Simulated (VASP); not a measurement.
# Cu (Fm-3m) in VASP: a series of runs

Runs on Cu. Level: PBE. Tasks: single point.

Everything below comes from runs of VASP 6.6.1. Logs are shortened: lines on timing, memory, paths and dates and some standing lists are left out, and cuts for length are marked.

### 1 The undisturbed crystal

It takes space group Fm-3m (No. 225, cubic). Conventional cell: a = 3.615 Å, b = 3.615 Å, c = 3.615 Å, α = 90.00°, β = 90.00°, γ = 90.00°. Cu (site symmetry m-3m) is surrounded by 12 Cu at 2.56 Å.

### 2 Single point, PBE (a relaxed cell with its volume scaled by 0.91)

File INCAR:

```
SYSTEM = Cu
ALGO = Normal
EDIFF = 1E-7
ENCUT = 520
GGA = PE
ISIF = 2
ISMEAR = 0
LASPH = .True.
LCHARG = .False.
LREAL = .False.
LWAVE = .False.
NELM = 100
PREC = Accurate
SIGMA = 0.1
```

File KPOINTS:

```
k-points
0
Gamma
  12 12 12
  0 0 0
```

File POSCAR:

```
Cu                                      
1.0
   -0.0000000000      1.7605994885      1.7605994885
    1.7605994885      0.0000000000      1.7605994885
    1.7605994885      1.7605994885     -0.0000000000
  Cu            
     1
Direct
     0.0000000000000000    1.0000000000000000    1.0000000000000000
```

Potentials or basis: VASP PAW PBE potentials, release 64 (Cu).

On the command line:

```
> cat potpaw_PBE.64/Cu/POTCAR > POTCAR
> mpirun -np 1 vasp_std > vasp.out
```

OUTCAR:

```text
SYSTEM = Cu
   EDIFF = 1E-7
   ENCUT = 520
   GGA = PE
   ISIF = 2
   ISMEAR = 0
   LASPH = .True.
   LREAL = .False.
   NELM = 100
   PREC = Accurate

 ion  position               nearest neighbor table
   1  0.000  0.000  0.000-

  LATTYP: Found a face centered cubic cell.
 ALAT       =     3.5211989770

  Lattice vectors:

 A1 = (   0.0000000000,   1.7605994885,   1.7605994885)
 A2 = (   1.7605994885,   0.0000000000,   1.7605994885)
 A3 = (   1.7605994885,   1.7605994885,   0.0000000000)

Analysis of symmetry for initial positions (statically):
=====================================================================
 Subroutine PRICEL returns:
 Original cell was already a primitive cell.

 Routine SETGRP: Setting up the symmetry group for a
 face centered cubic supercell.

 Subroutine GETGRP returns: Found 48 space group operations
 (whereof 48 operations were pure point group operations)
 out of a pool of 48 trial point group operations.

The static configuration has the point symmetry O_h .

Analysis of symmetry for dynamics (positions and initial velocities):
=====================================================================
 Subroutine PRICEL returns:
 Original cell was already a primitive cell.

 Routine SETGRP: Setting up the symmetry group for a
 face centered cubic supercell.

 Subroutine GETGRP returns: Found 48 space group operations
 (whereof 48 operations were pure point group operations)
 out of a pool of 48 trial point group operations.

The dynamic configuration has the point symmetry O_h .

 Subroutine INISYM returns: Found 48 space group operations
 (whereof 48 operations are pure point group operations),
 and found     1 'primitive' translations

----------------------------------------------------------------------------------------

                                     Primitive cell

  volume of cell :      10.9147

  direct lattice vectors                    reciprocal lattice vectors
     0.000000000  1.760599489  1.760599489    -0.283994175  0.283994175  0.283994175
     1.760599489  0.000000000  1.760599489     0.283994175 -0.283994175  0.283994175
     1.760599489  1.760599489  0.000000000     0.283994175  0.283994175 -0.283994175

  length of vectors
     2.489863675  2.489863675  2.489863675     0.491892341  0.491892341  0.491892341

  position of ions in fractional coordinates (direct lattice)
     0.000000000  0.000000000  0.000000000
[... 79 lines left out ...]
   NSW    =      0    number of steps for IOM
   IBRION =     -1    ionic relax: 0-MD 1-quasi-New 2-CG
   NFREE  =      0    steps in history (QN), initial steepest desc. (CG)
   ISIF   =      2    stress and relaxation
   ISYM   =      2    0-nonsym 1-usesym 2-fastsym
   POTIM  = 0.5000    time-step for ionic-motion
   TEBEG  =    0.0;   TEEND  =   0.0 temperature during run
   PSTRESS=    0.0 pullay stress
   NELECT =      11.0000    total number of electrons
   NUPDOWN=      -1.0000    fix difference up-down
   EMIN   =  10.00;   EMAX   =-10.00  energy-range for DOS
   EFERMI =   0.00;   METHOD = LEGACY
   ISMEAR =     0;   SIGMA  =   0.10  broadening in eV -4-tet -1-fermi 0-gaus
   EFERMI_NEDOS =   21; number of points for ismear=-14 and -15
   IALGO  =     38    algorithm
   IMIX   =      4    mixing-type and parameters
     AMIX     =   0.40;   BMIX     =  1.00
     AMIX_MAG =   1.60;   BMIX_MAG =  1.00
  volume/ion in A,a.u.               =      10.91        73.66
  Fermi-wavevector in a.u.,A,eV,Ry     =   1.641352  3.101706 36.654606  2.694038
  Thomas-Fermi vector in A             =   2.731837
   LORBIT       =      0    0 simple, 1 ext, 2 COOP (PROOUT), +10 PAW based schemes
   GGA     = PE    functional components
   LHFCALC =     F    Hartree Fock is set to
   AEXX    =    0.0000 exact exchange contribution
   IVDW    =     0    specifies the selected vdW correction
   LEPSILON=     F    determine dielectric tensor
   LRPA    =     F    only Hartree local field effects (RPA)
 non-spin polarized calculation
 Gauss-broadening in eV      SIGMA  =   0.10
  energy-cutoff  :      520.00
  volume of cell :       10.91
 maximum number of plane-waves:       304
   NGX =  9   NGY =  9   NGZ =  9

 number of electron      11.0000000 magnetization

 Free energy of the ion-electron system (eV)
  ---------------------------------------------------
  ext. energy  EPLUGINS =         0.00000000
  ---------------------------------------------------
  free energy    TOTEN  =        -3.67353359 eV

  energy without entropy =       -3.67245313  energy(sigma->0) =       -3.67299336

 E-fermi :   8.5451     XC(G=0): -13.1912

 val. band max:        8.4195546029   @ k =   0.4167   0.4167   0.0000
 cond. band min:       8.5663606746   @ k =   0.5000   0.3333   0.1667
 fundamental gap:      0.1468060716
 Fermi energy:         8.5450846457

 k-point     1 :       0.0000    0.0000    0.0000
  band No.  band energies     occupation
      1      -1.3643      2.00000
      2       5.3190      2.00000
      3       5.3190      2.00000
      4       5.3190      2.00000
      5       6.2481      2.00000
      6       6.2481      2.00000
      7      31.8266      0.00000
      8      35.0950      0.00000
      9      35.0950      0.00000
[... 265 lines left out ...]
 k-point    24 :      -0.4167    0.1667    0.0000
  band No.  band energies     occupation
      1       3.5835      2.00000
      2       4.9042      2.00000
      3       5.4829      2.00000
      4       5.6031      2.00000
      5       6.7778      2.00000
      6       9.6222      0.00000
      7      13.3246      0.00000
      8      24.1116      0.00000
      9      28.8045      0.00000

 [... further k-points ...]

------------------------ aborting loop because EDIFF is reached ----------------------------------------

  FORCE on cell =-STRESS in cart. coord.  units (eV):
  Direction    XX          YY          ZZ          XY          YZ          ZX
  --------------------------------------------------------------------------------------
  -------------------------------------------------------------------------------------
  Total        1.1297378      1.1297378      1.1297378      0.0000000     -0.0000000      0.0000000
  in kB      165.8351240    165.8351240    165.8351240      0.0000000     -0.0000000      0.0000000
  external PRESSURE =     165.8351240 kB  Pullay stress =       0.0000000 kB

 VOLUME and BASIS-vectors are now :
 -----------------------------------------------------------------------------
  energy-cutoff  :      520.00
  volume of cell :       10.91
      direct lattice vectors                 reciprocal lattice vectors
     0.000000000  1.760599489  1.760599489    -0.283994175  0.283994175  0.283994175
     1.760599489  0.000000000  1.760599489     0.283994175 -0.283994175  0.283994175
     1.760599489  1.760599489  0.000000000     0.283994175  0.283994175 -0.283994175

 POSITION                                       TOTAL-FORCE (eV/Angst)
 -----------------------------------------------------------------------------------
      0.00000      0.00000      0.00000         0.000000      0.000000      0.000000
 -----------------------------------------------------------------------------------
    total drift:                               -0.000000     -0.000000     -0.000000

  FREE ENERGIE OF THE ION-ELECTRON SYSTEM (eV)
  ---------------------------------------------------
  free  energy   TOTEN  =        -3.6735335926 eV

  energy  without entropy=       -3.6724531286  energy(sigma->0) =       -3.67299336
```

stdout:

```text
POSCAR found type information on POSCAR Cu
 POSCAR found :  1 types and       1 ions
 scaLAPACK will be used
 LDA part: xc-table for (Slater+PW92), standard interpolation
 POSCAR, INCAR and KPOINTS ok, starting setup
 FFT: planning ... GRIDC
 FFT: planning ... GRID_SOFT
 FFT: planning ... GRID
 WAVECAR not read
 entering main loop
```

Run time: 18 s. Hardware: 1 thread of AMD EPYC 7R43 (Zen 3), shared host; peak memory 0.09 GiB.

What came out:

- Free energy: -3.6735 eV
- Pressure: 16.6 GPa
- Band gap on the k mesh: none (metal or under the smearing width)

Caveat: so large a pressure means that the cell lies far from this level's equilibrium, or that cutoff or potentials fall short.

### 3 Single point, PBE (a relaxed cell with its volume scaled by 1.09)

INCAR is that of step 2.

KPOINTS is that of step 2.

File POSCAR:

```
Cu                                      
1.0
   -0.0000000000      1.8697732399      1.8697732399
    1.8697732399      0.0000000000      1.8697732399
    1.8697732399      1.8697732399     -0.0000000000
  Cu            
     1
Direct
     0.0000000000000000    1.0000000000000000    1.0000000000000000
```

Potentials or basis: VASP PAW PBE potentials, release 64 (Cu).

On the command line:

```
> cat potpaw_PBE.64/Cu/POTCAR > POTCAR
> mpirun -np 1 vasp_std > vasp.out
```

Wall time 14 s (1 thread of AMD EPYC 7R43 (Zen 3), shared host); peak memory 0.09 GiB.

Results (log left out):

- Free energy: -3.6902 eV
- Pressure: -9.6 GPa
- Band gap on the k mesh: none (metal or under the smearing width)

Levels at points of the mesh, in eV from the Fermi level:
```csv
k point,band 2,band 3,band 4,band 5,band 6,band 7,band 8,band 9
"(0.00, 0.00, 0.00)",-2.64,-2.64,-2.64,-1.94,-1.94,21.87,23.74,23.74
"(0.50, 0.00, 0.00)",-2.67,-2.67,-1.45,-1.45,-0.62,3.37,20.41,20.63
"(0.50, 0.50, 0.00)",-3.83,-1.47,-1.33,-1.33,1.67,6.52,12.41,12.41
```
